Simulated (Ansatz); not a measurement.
Au: frozen-core PAW against all-electron methods

```xyz
2
Lattice="2.8413 0.0000 0.0000 -1.4207 2.4606 0.0000 0.0000 0.0000 4.7812" Properties=species:S:1:pos:R:3 pbc="T T T"
Au    0.0000    1.6404    3.5859
Au    1.4207    0.8202    1.1953
```

Atoms are numbered in the order listed.

The cell is COD entry 1545302, as deposited and not checked against the literature; nothing was relaxed. The listed cell was then made from it by scaling, straining or moving an atom.

Spin–orbit coupling is left out, though it moves levels of the heavy atoms by tenths of an eV or more.

Levels of theory: DFT, PBE, PAW with Ansatz's default frozen-core files, scalar-relativistic (Ansatz 0.2.0); DFT, PBE, all-electron PAW with datasets made for the crystal, scalar-relativistic (Ansatz 0.2.0); DFT, PBE, all-electron LAPW, scalar-relativistic (Ansatz 0.2.0).

For PAW: a Γ-centred 14×14×8 k mesh, Fermi–Dirac smearing of 0.03 eV, cutoff 420 eV, no spin polarisation. The crystal-made all-electron datasets (AE datasets) take a cutoff of 260 eV at this cell. LAPW targets a basis error of 0.25 meV/atom. The Ansatz runs share mesh, smearing and spin set-up. Plane-wave (PAW) pressures include the program's estimate of the Pulay term.

Stress and pressure are positive in compression.

The change that made this cell: volume scaled by 0.9405.

No spin–orbit coupling: at heavy atoms the gradients can be off by tens of per cent for that reason.

In a metal, gradients converge slowly with the k mesh: the values move by tens of per cent from one mesh to another, at times in sign, so only the comparison on one mesh counts.

```json
{"quantity": "pressure (GPa)", "PAW": "12.72", "AE datasets": "12.69", "LAPW": "12.69"}
{"quantity": "stress xx (GPa)", "PAW": "13.25", "AE datasets": "13.22", "LAPW": "13.22"}
{"quantity": "stress zz (GPa)", "PAW": "11.66", "AE datasets": "11.64", "LAPW": "11.64"}
{"quantity": "field gradient Vzz at Au1 (10²¹ V/m²)", "PAW": "1.74", "AE datasets": "1.77", "LAPW": "–"}
```
